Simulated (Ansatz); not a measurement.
# Au (Fm-3m) in Ansatz: a series of runs

Runs on Au. Level: PBE0. Tasks: single point, relaxation of cell and atoms.

Everything below comes from runs of Ansatz 0.2.0. Logs are shortened: lines on timing, memory, paths and dates and some standing lists are left out, and cuts for length are marked.

## (1) The structure

It takes space group Fm-3m (No. 225, cubic). Conventional cell: a = 4.070 Å, b = 4.070 Å, c = 4.070 Å, α = 90.00°, β = 90.00°, γ = 90.00°. Around Au (site symmetry m-3m) lie 12 Au at 2.88 Å.

## (2) Single point, PBE0

Input file input.yaml:

```yaml
crystal:
  lattice:
    - [0.0, 2.035, 2.035]
    - [2.035, 0.0, 2.035]
    - [2.035, 2.035, 0.0]
  atoms:
    - { symbol: Au, position: [0.0, 0.0, 0.0] }
hamiltonian:
  xc: pbe0
  pseudopotentials: { kind: paw }
kpoints:
  mp_grid: { grid: [6, 6, 6] }
scf:
  occupations: { method: fermi_dirac, width: 0.05 }
output:
  forces: true
  stress: true
  eigenvalues: true
```

Potentials or basis: Ansatz PAW.

Command:

```sh
$ ansatz run input.yaml --threads 2 --pin off --max-ram 5632MiB --backend cpu --events-out ev --progress --plain --runs-dir out
```

Log:

```text
Warning: output.stress: scf.convergence.dr2_threshold = 1e-7 eV (the SCF's general default) is looser than the 1e-10 eV advised for a printed stress (1e-10 eV for each atom of the cell: 1). What an SCF threshold leaves in a stress goes as its square root, and in the free energy as the threshold itself, and one threshold admits the most on a small cell: of the crystals measured, under no hybrid functional and no lock of the moments, on runs that ended without the residual-converged pass, on stresses that held no estimate of that error, the worst erred by over 100 MPa in a component at 1e-7 eV an atom and by under 5 at 1e-10. Set scf.convergence.dr2_threshold to 1e-10 eV or tighter. The threshold is an SCF's pass mark: one that does not reach it within its budget of iterations ends unconverged, or closes short of it on a stop that the run arms, and scf.convergence.dr2_threshold's page says what that costs each kind of run
Warning: output.stress: scf.exx.energy_threshold = 1e-6 eV is looser than the 1e-8 eV advised for a stress under a hybrid functional (1e-8 eV for each atom of the cell: 1). Every SCF of the exchange loop can meet its threshold on dr2 while the loop round them stops early: no threshold on dr2 bounds what that leaves in the stress. Set scf.exx.energy_threshold to 1e-8 eV or tighter. The threshold is the loop's pass mark: a loop that does not reach it within its budget of cycles ends unconverged, and scf.exx.energy_threshold's page has the law
Warning: RAYON_NUM_THREADS=2 ignored (pool sized by the plan → 2); use --threads N
Engine: ansatz 0.2.0, x86_64-unknown-linux-gnu
Pseudopotentials: kind: paw
Pseudopotential: Au, paw, valence charge 19, recommended cutoff 420 eV (normal), Au.paw.azcp
Functional definition: PBE0
  parameter a = 0.25
  parameter kappa = 0.804
  parameter beta = 0.06672455060314922
  exchange = (1 - a)*pbe_x(kappa = kappa, mu = beta*pi^2/3) + a*exact_x
  correlation = pbe_c(beta = beta)
Crystal: 1 atoms, lattice volume = 16.855 Å³
Basis set: ecut = 420 eV, 331 PW (Γ), exchange–correlation on 40×40×40 points (8 copies of the dense FFT grid, shifted against one another)
Bands: 14, of which v1, the nominal top of the filled ones, is band 10 counted from 1 (9 counted from 0)
Symmetry: 48 space group operations
Space group: Fm-3m (ITA 225), of the structure as read, at distance tolerance 2.6e-5 Å
k-points: 16 of 216
Non-local potential: Au, projectors of the file, l = 0: 3, l = 1: 2, l = 2: 2, l = 3: 1
PAW form: soft (Blöchl's): semilocal exchange-correlation on the pseudo side does not see the compensation charge
PAW frozen core: Au, regenerated for the run's functional, and the local potential with it (the file was generated under x = pbe(κ = 0.804, μ = 0.2195149727645171), c = pbe(β = 0.06672455060314922))
PAW one-centre angular grid: Au, 590 points (default); XC on 64 Gauss nodes
Initial density: superposition of atomic densities (neutral atoms: chi_scale 0, normalization atom), corrected by the library's trained network
Initial wavefunctions: pseudopotential atomic-orbital guess
Functional: x = pbe(κ = 0.804, μ = 0.2195149727645171), c = pbe(β = 0.06672455060314922), warm-up for x = 0.75 pbe(κ = 0.804, μ = 0.2195149727645171) + 0.25 exact, c = pbe(β = 0.06672455060314922)
SCF iter   1: F=—  HF=-13149.223601 eV  |F-HF|=—  |Δ(HF+E_count)|=         —  Δρ=4.44e-3  dr2=2.19e-3  ethr=1.77e-3  ⟨swp⟩=6.9  Hψ=953  notcnv=0
preconditioner: auto → none  [insulator: Δε(μ)=0.739 eV  Ē_g=16.214 eV  σ=0.050 eV  W_gap=0.63  n_scr=8 (ndim 8)  ℏωp=30.0 eV  f_vac=0.000  D(μ)=1.06/eV (n_scr^D=14)]
iter 2 solved again at ethr=1.03e-6 eV; its pass at ethr=1.15e-5 eV (dr2=1.96e-4 eV) is discarded
SCF iter   2: F=—  HF=-13149.223148 eV  |F-HF|=—  |Δ(HF+E_count)|=   4.53e-4  Δρ=1.29e-3  dr2=1.95e-4  ethr=1.03e-6  ⟨swp⟩=2.0  Hψ=939  notcnv=0
SCF iter   3: F=—  HF=-13149.223143 eV  |F-HF|=—  |Δ(HF+E_count)|=   4.75e-6  Δρ=6.42e-4  dr2=1.39e-5  ethr=1.02e-6  ⟨swp⟩=3.0  Hψ=431  notcnv=0
SCF iter   4: F=—  HF=-13149.223176 eV  |F-HF|=—  |Δ(HF+E_count)|=   3.31e-5  Δρ=3.83e-5  dr2=5.19e-8  ethr=7.32e-8  ⟨swp⟩=2.0  Hψ=815  notcnv=0
SCF iter   5: F=—  HF=-13149.223176 eV  |F-HF|=—  |Δ(HF+E_count)|=   1.40e-7  Δρ=2.67e-6  dr2=9.52e-10  ethr=2.73e-10  ⟨swp⟩=3.0  Hψ=468  notcnv=0
SCF iter   6: F=-13149.223176 eV  HF=-13149.223176 eV  |F-HF|=3.64e-12  |Δ(HF+E_count)|=  2.04e-10  Δρ=2.39e-7  dr2=3.69e-12  ethr=5.01e-12  ⟨swp⟩=3.0  Hψ=471  notcnv=0
SCF 1 converged in 6 iterations: F = -13149.223176 eV  dr2 = 3.69e-12
Initial density: handed on by an earlier stage of this run
Initial wavefunctions: those handed on with the density
Functional: x = 0.75 pbe(κ = 0.804, μ = 0.2195149727645171) + 0.25 exact, c = pbe(β = 0.06672455060314922)
Frozen-core exchange: fock
iter 1 solved again at ethr=1.46e-4 eV; its pass at ethr=1.00e-1 eV (dr2=2.78e-2 eV) is discarded
SCF iter   1: F=—  HF=-13149.289461 eV  |F-HF|=—  |Δ(HF+E_count)|=         —  Δρ=1.30e-2  dr2=2.93e-2  ethr=1.46e-4  ⟨swp⟩=2.7  Hψ=916  notcnv=0
preconditioner: auto → none  [insulator: Δε(μ)=1.245 eV  Ē_g=19.010 eV  σ=0.050 eV  W_gap=0.63  n_scr=8 (ndim 8)  ℏωp=30.0 eV  f_vac=0.000  D(μ)=1.04/eV (n_scr^D=14)]
SCF iter   2: F=—  HF=-13149.279608 eV  |F-HF|=—  |Δ(HF+E_count)|=   9.85e-3  Δρ=4.40e-3  dr2=2.30e-3  ethr=1.42e-4  ⟨swp⟩=3.0  Hψ=536  notcnv=0
SCF iter   3: F=—  HF=-13149.279336 eV  |F-HF|=—  |Δ(HF+E_count)|=   2.72e-4  Δρ=1.91e-3  dr2=1.37e-3  ethr=6.34e-6  ⟨swp⟩=3.0  Hψ=420  notcnv=0
SCF iter   4: F=—  HF=-13149.279348 eV  |F-HF|=—  |Δ(HF+E_count)|=   1.21e-5  Δρ=8.60e-5  dr2=1.19e-3  ethr=8.25e-7  ⟨swp⟩=3.0  Hψ=397  notcnv=0
SCF iter   5: F=-13149.279349 eV  HF=-13149.279349 eV  |F-HF|=2.16e-8  |Δ(HF+E_count)|=   3.81e-7  Δρ=1.40e-5  dr2=2.84e-8  ethr=3.35e-9  ⟨swp⟩=3.1  Hψ=526  notcnv=0
SCF 2 converged in 5 iterations: F = -13149.279349 eV  dr2 = 2.84e-8
hybrid outer 1: dexx = +5.732e-3 eV, tail = 2.80e-3 eV
Frozen-core exchange: fock
SCF iter   1: F=—  HF=-13149.286108 eV  |F-HF|=—  |Δ(HF+E_count)|=         —  Δρ=1.94e-3  dr2=6.90e-4  ethr=7.36e-5  ⟨swp⟩=2.2  Hψ=454  notcnv=0
preconditioner: auto → none  [insulator: Δε(μ)=1.215 eV  Ē_g=18.934 eV  σ=0.050 eV  W_gap=0.63  n_scr=8 (ndim 8)  ℏωp=30.0 eV  f_vac=0.000  D(μ)=1.04/eV (n_scr^D=14)]
SCF iter   2: F=—  HF=-13149.285875 eV  |F-HF|=—  |Δ(HF+E_count)|=   2.33e-4  Δρ=1.72e-4  dr2=3.11e-5  ethr=3.33e-6  ⟨swp⟩=3.0  Hψ=452  notcnv=0
SCF iter   3: F=—  HF=-13149.285876 eV  |F-HF|=—  |Δ(HF+E_count)|=   6.63e-7  Δρ=3.31e-5  dr2=2.96e-5  ethr=6.97e-9  ⟨swp⟩=3.0  Hψ=495  notcnv=0
SCF iter   4: F=-13149.286005 eV  HF=-13149.286017 eV  |F-HF|=1.21e-5  |Δ(HF+E_count)|=   1.42e-4  Δρ=2.98e-4  dr2=1.65e-5  ethr=4.28e-10  ⟨swp⟩=4.2  Hψ=753  notcnv=0
SCF 3 stopped early in 4 iterations: F = -13149.286005 eV  dr2 = 1.65e-5
hybrid outer 2: dexx = +1.694e-4 eV, tail = 3.49e-5 eV, Δε = 4.85e-2 eV (about 7.24e-3 eV left of the loop's levels)
Frozen-core exchange: fock
SCF iter   1: F=—  HF=-13149.285909 eV  |F-HF|=—  |Δ(HF+E_count)|=         —  Δρ=2.71e-5  dr2=4.18e-6  ethr=9.18e-7  ⟨swp⟩=2.2  Hψ=451  notcnv=0
preconditioner: auto → none  [insulator: Δε(μ)=1.210 eV  Ē_g=18.920 eV  σ=0.050 eV  W_gap=0.63  n_scr=8 (ndim 8)  ℏωp=30.0 eV  f_vac=0.000  D(μ)=1.04/eV (n_scr^D=14)]
SCF iter   2: F=—  HF=-13149.286014 eV  |F-HF|=—  |Δ(HF+E_count)|=   1.05e-4  Δρ=3.17e-5  dr2=1.48e-7  ethr=5.47e-10  ⟨swp⟩=3.5  Hψ=549  notcnv=0
SCF iter   3: F=—  HF=-13149.286014 eV  |F-HF|=—  |Δ(HF+E_count)|=   4.62e-8  Δρ=5.52e-6  dr2=2.69e-8  ethr=5.47e-10  ⟨swp⟩=3.0  Hψ=424  notcnv=0
SCF iter   4: F=—  HF=-13149.286014 eV  |F-HF|=—  |Δ(HF+E_count)|=  7.28e-11  Δρ=1.96e-7  dr2=2.59e-8  ethr=5.16e-12  ⟨swp⟩=3.0  Hψ=491  notcnv=0
SCF iter   5: F=-13149.286014 eV  HF=-13149.286014 eV  |F-HF|=2.03e-9  |Δ(HF+E_count)|=   2.09e-7  Δρ=4.89e-6  dr2=3.74e-9  ethr=1.00e-12  ⟨swp⟩=4.0  Hψ=630  notcnv=0
SCF 4 converged in 5 iterations: F = -13149.286014 eV  dr2 = 3.74e-9
  Residual-converged pass: ⟨swp⟩=1.4  Hψ=234  notcnv=0  max |occ|·‖R‖ = 2.4e-6 eV (tolerance 2.4e-6 eV)  dr2=3.74e-9  dr2_onsite=1.26e-10  max |Δocc| = 8.0e-23
hybrid outer 3: dexx = +3.665e-7 eV, tail = 9.19e-9 eV, Δε = 7.55e-3 eV (about 2.63e-4 eV left of the loop's levels)
hybrid SCF converged: 3 outer / 14 inner (+6 warm-up), last move |dexx| = 3.67e-7 eV, tail = 9.19e-9 eV
Stability not checked: this state was not tested for a lower state beside it, because the functional holds exact exchange (a hybrid, or Hartree-Fock), whose exchange loop this test does not read (fock_operator; see scf.lower_state_search)
Free energy (F): -13149.286014 eV
Frozen-core exchange: fock
Harris-Foulkes:  -13149.286014 eV  (|F-HF|=2.03e-9)
Internal energy: -13149.278660 eV  (E = F + TS)
E sigma→0 (E₀):  -13149.282337 eV
Entropy (-TS):   -0.007354 eV (-7.354 meV/atom)
Fermi energy:    20.434832 eV
--- Per-component energies (eV) ---
  E_band       = -253.723375
  E_kinetic    = 606.436067
  E_local      = -1692.171325  (includes V_loc(G=0)·N_el)
  E_nonlocal   = 76.226327
  E_hartree    = 725.114092
  E_xc         = -176.003762
  E_vxc        = -212.282082  (∫ρ·V_xc dr)
  E_exx        = -78.960233  (= α·E_x^exact, valence–valence)
  E_paw        = -9680.069297  (= ΣΔE_a)
  E_vpaw       = -324.239277  (= ΣTr[D̂ρ^β])
  E_aug_tail   = 0.001507  (compensation charges beyond the density's cutoff)
  E_ewald      = -2927.931232
  E_core_change = -1.920805  (= ΣΔE_core)
  E_smearing   = -0.007354  (= −TS)
  E_closure    = -0.000000  (closes the sum)
  Σ components = -13149.286014   (vs F -13149.286014, Δ=-1.82e-12)
--- Forces (eV/Å), atoms counted from 1 ---
  atom   1  Au     0.00000000    -0.00000000     0.00000000
  max |Σ_I F_I| component: 6.98e-32 eV/Å
--- Stress (GPa, compression-positive) ---
        8.753512      -0.000000      -0.000000
       -0.000000       8.753512       0.000000
        0.000000       0.000000       8.753512
  P = ⅓ Tr σ = 8.7535 GPa (87.535 kbar)
--- Band table (eV; the first three rows and the last of 16) ---
  k-point 0: bands = ["-89.7570", "-39.8533", "-39.8533", "-39.8533", "9.2892", "14.4317", "14.4317", "14.4317", "16.0605", "16.0605", "36.4120", "40.7062", "40.7062", "40.7062"]
  k-point 1: bands = ["-89.7531", "-39.9216", "-39.8644", "-39.8644", "10.3318", "14.2207", "14.7048", "14.7048", "16.0167", "16.0167", "36.3978", "37.5853", "41.8526", "41.8526"]
  k-point 2: bands = ["-89.7464", "-40.0599", "-39.8875", "-39.8875", "11.7203", "14.5863", "14.5863", "15.7028", "16.8124", "16.8124", "29.9456", "36.7883", "41.3775", "41.3775"]
  k-point 15: bands = ["-89.7384", "-40.0817", "-40.0046", "-39.9667", "12.6582", "12.9902", "15.3479", "16.4283", "17.9146", "25.7533", "27.1185", "30.1604", "31.4967", "43.3335"]
```

Wall time 4 s (2 threads of AMD EPYC 9R45 (Zen 5), shared host); peak memory 0.61 GiB.

What came out:

| Item | Value |
| --- | --- |
| Free energy | -13149.2860 eV |
| Pressure | 8.8 GPa |
| Band gap on the k mesh | none (metal or under the smearing width) |

Caveat: the k mesh is coarse (spacing up to 0.45 Å⁻¹), so the values aren't converged, least of all with exact exchange; the PAW data sets come from PBE, with cores solved anew for the run's functional, which leaves a small shift of forces and pressure; the thresholds are loose for stress. Spin-orbit coupling is left out, which matters for the levels of Au.

## (3) Relaxation of cell and atoms, PBE0

input.yaml: that of step 2 with these lines changed.

```diff
@@ -17,2 +17,5 @@
   stress: true
-  eigenvalues: true
+relax:
+  f_tol: 0.01
+  max_steps: 40
+  cell: { stress_tol: 0.05 }
```

Potentials or basis: Ansatz PAW.

Command:

```sh
$ ansatz run input.yaml --threads 2 --pin off --max-ram 5632MiB --backend cpu --events-out ev --progress --plain --runs-dir out
```

Log:

```text
Warning: RAYON_NUM_THREADS=2 ignored (pool sized by the plan → 2); use --threads N
[... 9 set-up lines as earlier in the session ...]
Crystal: 1 atoms, lattice volume = 16.855 Å³
Basis set: ecut = 420 eV, 331 PW (Γ), exchange–correlation on 40×40×40 points (8 copies of the dense FFT grid, shifted against one another)
Bands: 14, of which v1, the nominal top of the filled ones, is band 10 counted from 1 (9 counted from 0)
[... 2 set-up lines as earlier in the session ...]
k-points: 16 of 216
[... 7 set-up lines as earlier in the session ...]
SCF iter   1: F=—  HF=-13149.223601 eV  |F-HF|=—  |Δ(HF+E_count)|=         —  Δρ=4.44e-3  dr2=2.19e-3  ethr=1.77e-3  ⟨swp⟩=6.9  Hψ=953  notcnv=0
[... 212 lines left out ...]
  E_nonlocal   = 76.367555
  E_hartree    = 752.353379
  E_xc         = -175.549248
  E_vxc        = -211.665107  (∫ρ·V_xc dr)
  E_exx        = -78.851500  (= α·E_x^exact, valence–valence)
  E_paw        = -9680.080691  (= ΣΔE_a)
  E_vpaw       = -324.295902  (= ΣTr[D̂ρ^β])
  E_aug_tail   = 0.001418  (compensation charges beyond the density's cutoff)
  E_ewald      = -2878.142914
  E_core_change = -1.920805  (= ΣΔE_core)
  E_smearing   = -0.007355  (= −TS)
  E_closure    = -0.000000  (closes the sum)
  Σ components = -13149.309055   (vs F -13149.309055, Δ=0.00e0)
--- Forces (eV/Å), atoms counted from 1 ---
  atom   1  Au    -0.00000000     0.00000000    -0.00000000
  max |Σ_I F_I| component: 9.45e-32 eV/Å
--- Stress (GPa, compression-positive) ---
       -0.017782      -0.000000      -0.000000
       -0.000000      -0.017782      -0.000000
       -0.000000      -0.000000      -0.017782
  P = ⅓ Tr σ = -0.0178 GPa (-0.178 kbar)
--- Band table (eV; the first three rows and the last of 16) ---
  k-point 0: bands = ["-90.9655", "-41.0813", "-41.0813", "-41.0813", "8.4718", "13.3152", "13.3152", "13.3152", "14.8017", "14.8017", "35.0624", "39.0676"]
  k-point 1: bands = ["-90.9625", "-41.1372", "-41.0906", "-41.0906", "9.4718", "13.1303", "13.5673", "13.5673", "14.7660", "14.7660", "34.6879", "36.1471"]
  k-point 2: bands = ["-90.9575", "-41.2511", "-41.1100", "-41.1100", "10.8091", "13.4595", "13.4595", "14.5890", "15.4974", "15.4974", "28.2132", "35.3601"]
  k-point 15: bands = ["-90.9515", "-41.2701", "-41.2070", "-41.1758", "11.7025", "11.9996", "14.1858", "15.1530", "16.5011", "24.2543", "25.4040", "28.5444"]
  guard bands above this table: 2 of the run's 14 bands. The solve was not asked for them (output.publish_guard_bands: true or output.eigenvalues: true publishes all)
--- Relaxed structure (4 steps of the walk, 3 accepted, 1 SCFs on fresh bases) ---
  F+E_penalty+E_count = -13149.30905526 eV   max|allowed force component| = 0.000e0 eV/Å   (the final SCF, on the basis selected at the relaxed cell)
  cell:  # Å, volume = 17.7447 Å³
    - [4.203681906986985e-34, 2.070202986269576, 2.070202986269576]
    - [2.070202986269576, 7.579365919084067e-34, 2.070202986269576]
    - [2.070202986269576, 2.070202986269576, 8.279979553455335e-35]
  atoms:
    - { symbol: Au, position: [0.0, 0.0, 0.0] }
```

Run time: 13 s. Hardware: 2 threads of AMD EPYC 9R45 (Zen 5), shared host; peak memory 0.68 GiB.

What came out:

```yaml
Free_energy: -13149.3091 eV
Relaxed_volume: 17.74 Å³/atom
Relaxed_cell: a = 2.928 Å, b = 2.928 Å, c = 2.928 Å, α = 60.00°, β = 60.00°, γ = 60.00°
Space_group_after_relaxing_to_0.05_Å: Fm-3m (No. 225)
Energy_gained_by_relaxing: 23.0 meV/atom
Ionic_steps: 4
Pressure_after_relaxing: 0.0 GPa
Band_gap_on_the_k_mesh: none (metal or under the smearing width)
```

Step by step:
```
step  energy change (eV)  largest force (eV/Å)  volume (Å³)
   1              0.0000                0.0000        16.85
   2             -0.0210                0.0000        17.94
   3             -0.0222                0.0000        17.74
   4             -0.0230                0.0000        17.74
```

Final structure:
```yaml
crystal:
  lattice:
    - [0.00000, 2.07020, 2.07020]
    - [2.07020, 0.00000, 2.07020]
    - [2.07020, 2.07020, 0.00000]
  atoms:
    - { symbol: Au, position: [0.00000, 0.00000, 0.00000] }
```

Levels at points of the mesh, in eV from the Fermi level:
```tsv
k point	band 8	band 9	band 10	band 11	band 12
(0.00, 0.00, 0.00)	-5.68	-4.19	-4.19	16.07	20.07
(0.00, 0.00, -0.50)	-2.86	-2.86	-0.78	4.14	15.48
(0.00, -0.50, -0.50)	-2.48	-2.48	1.99	7.15	11.50
```

Caveat: the k mesh is coarse (spacing up to 0.45 Å⁻¹), so the values aren't converged, least of all with exact exchange; the plane-wave basis is chosen anew once the cell has moved, so the energies of steps on either side of that aren't comparable; the PAW data sets come from PBE, with cores solved anew for the run's functional, which leaves a small shift of forces and pressure.
